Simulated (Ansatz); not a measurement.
## What a change of settings does to a run on AgCl

The cell is COD entry 9011666, as deposited and not checked against the literature; nothing was relaxed. The listed cell was then made from it by scaling, straining or moving an atom.

First run: DFT, PBE, PAW with Ansatz's default frozen-core files, scalar-relativistic (Ansatz 0.2.0).

Command: `ansatz run input.yaml --threads 1 --pin off --max-ram 2048MiB --backend cpu --events-out ev --progress --plain --runs-dir out` The run took 2.4 s on 1 thread of Arm Neoverse V2, on a shared host, peak memory 0.33 GiB.

```yaml
crystal:
  lattice:
    - [0.0, 2.7356704056, 2.7356704056]
    - [2.7356704056, 0.0, 2.7356704056]
    - [2.7356704056, 2.7356704056, 0.0]
  atoms:
    - { symbol: Ag, position: [0.5, 0.5, 0.5] }
    - { symbol: Cl, position: [0.0, 0.0, 0.0] }
kpoints:
  mp_grid: { grid: [9, 9, 9] }
scf:
  occupations: { method: fermi_dirac, width: 0.01 }
hamiltonian:
  xc: pbe
  pseudopotentials: { kind: paw }
output:
  forces: true
  stress: true
  eigenvalues: true
  efg: { contact_densities: true }
```

Result: converged; pressure 3.88 GPa; gap on the k mesh 0.95 eV (the mesh can miss the band edges); 6 SCF iterations.

The input is then changed:

```diff
@@ -8,9 +8,9 @@
     - { symbol: Cl, position: [0.0, 0.0, 0.0] }
 kpoints:
-  mp_grid: { grid: [9, 9, 9] }
+  mp_grid: { grid: [9, 9, 9], shift: [0.5, 0.5, 0.5] }
 scf:
   occupations: { method: fermi_dirac, width: 0.01 }
 hamiltonian:
-  xc: pbe
+  xc: revpbe
   pseudopotentials: { kind: paw }
 output:
@@ -19,3 +19,7 @@
   eigenvalues: true
   efg: { contact_densities: true }
+  write_density: true
+  write_potential: true
+  elf: true
+  volumetric_format: npy
```

(1) What does the second run give?

## Answers

(1) It converged; pressure 6.28 GPa; gap on the k mesh 1.20 eV (the mesh can miss the band edges); 6 SCF iterations.
